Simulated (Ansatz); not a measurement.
**V: from a trial structure to a relaxed crystal**

These are results of DFT r2SCAN, scalar-relativistic, plane waves, PAW in Ansatz 0.2.0, not measurements. Cutoff 500 eV, Γ-centred k mesh, Gaussian smearing, collinear spin, first started from parallel moments.

V was placed on the lonsdaleite structure type (P6_3/mmc, No. 194), at a guessed volume.

```
V
1.0
     3.40575    0.00000    0.00000
    -1.70288    2.94947    0.00000
     0.00000    0.00000    5.61949
V
4
Direct
  0.33333 0.66667 0.43750
  0.66667 0.33333 0.93750
  0.66667 0.33333 0.56250
  0.33333 0.66667 0.06250
```

Steps on the 6×6×4 mesh (4 atoms). 11 of 13 steps are shown, and the free energy counts from the last. Trial steps that were taken back and renewals of the plane-wave basis can be among the rows.

| step | ΔF (meV/atom) | V (Å³/atom) | P (GPa) | largest force component (eV/Å) |
| --- | --- | --- | --- | --- |
| 1 | 1192.4 | 14.11 | 42.60 | 0.028 |
| 2 | 803.7 | 16.12 | 20.87 | 0.355 |
| 3 | 620.5 | 18.02 | 7.95 | 0.300 |
| 4 | 486.6 | 18.82 | 3.00 | 0.597 |
| 5 | 314.8 | 19.44 | -2.56 | 1.056 |
| 6 | 115.1 | 19.22 | -5.74 | 1.120 |
| 8 | 10.1 | 17.84 | 0.36 | 0.008 |
| 9 | 9.6 | 17.90 | 0.10 | 0.002 |
| 11 | 0.5 | 17.94 | 0.62 | 0.001 |
| 12 | 0.1 | 18.06 | 0.12 | 0.001 |
| 13 | 0.0 | 18.06 | 0.12 | 0.001 |

A final relaxation ran on a 15×15×22 mesh. The relaxed crystal, P6/mmm (No. 191):

Space group P6/mmm (No. 191). a = 4.182 Å, b = 4.182 Å, c = 2.409 Å, α = 90.00°, β = 90.00°, γ = 120.00°
| atom | site | symmetry | x | y | z |
| --- | --- | --- | --- | --- | --- |
| V | 2c | -6m2 | 0.3333 | 0.6667 | 0.0000 |

```json
{"Volume per atom": "18.24 Å³", "Density": "4.64 g/cm³", "Energy over the standard structure": "1.54 eV/atom", "Gap on the 15×15×22 mesh": "0 eV (a metal)", "Net moment per atom": "1.15 μB", "Largest site moment": "0.93 μB"}
```

Energies count from the standard state of V at the same level.

The final run used a 15×15×22 mesh on its 2-atom cell and 0.10 eV smearing. The k mesh leaves about 4 meV/atom of noise in metals. The magnetic state reached may not be the lowest.

Symmetry constrained the relaxation, so the result can be a saddle point.